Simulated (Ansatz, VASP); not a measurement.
**BeTe: VASP beside Ansatz**

INCAR

```
SYSTEM = BeTe
PREC = Accurate ; ENCUT = 520
EDIFF = 1E-6 ; ISMEAR = 0
SIGMA = 0.05 ; LREAL = .False.
LASPH = .True. ; NELM = 80
ALGO = Normal ; ISIF = 2
LWAVE = .False. ; LCHARG = .False.
GGA = PE ; NBANDS = 11
```

Contents of KPOINTS:

```
regular mesh
0
Gamma
  10 10 10
  0 0 0
```

The input POSCAR:

```
BeTe
1.0
    0.0000000000      2.7942026796      2.7942026796
    2.7942026796      0.0000000000      2.7942026796
    2.7942026796      2.7942026796      0.0000000000
Be Te
1 1
Direct
    0.0000000000      0.0000000000      0.0000000000
    0.7500000000      0.7500000000      0.7500000000
```

Input for Ansatz:

```yaml
crystal:
  lattice:
    - [0.0, 2.7942026876, 2.7942026876]
    - [2.7942026876, 0.0, 2.7942026876]
    - [2.7942026876, 2.7942026876, 0.0]
  atoms:
    - { symbol: Be, position: [0.0, 0.0, 0.0] }
    - { symbol: Te, position: [0.75, 0.75, 0.75] }
basis:
  ecutwfc: 420
  ecutrho_ratio: 4
kpoints:
  mp_grid: { grid: [10, 10, 10] }
hamiltonian:
  xc: pbe
scf:
  occupations: { method: gaussian, width: 0.05 }
output:
  forces: true
  stress: true
  eigenvalues: true
```

Alike in both runs: task single point; functional PBE; k mesh 10 × 10 × 10; occupations gaussian, width 0.05 eV; no spin polarisation.

```csv
,VASP,Ansatz
version,VASP 6.6.1,Ansatz 0.2.0
potentials or method,"VASP PAW PBE potentials, release 64 (Be, Te)","scalar-relativistic, plane waves, PAW"
plane-wave cutoff (eV),520,420
valence electrons in the cell,8,18
```

VASP gave:

```
gap on the k mesh at the Fermi level (eV) : 1.92
least direct gap on the mesh (eV)         : 3.59
pressure (GPa)                            : 2.6
```

Problem. Estimate Ansatz's values.

Solution. gap on the k mesh at the Fermi level (eV): 1.93; least direct gap on the mesh (eV): 3.61; pressure (GPa): 2.5.

The two sets of potentials don't hold the same shells in valence.

Caveats: spin-orbit coupling is left out, which moves the levels of the heavy elements. A k mesh can miss the band edges. As with any semilocal functional, this PBE gap is likely too small.
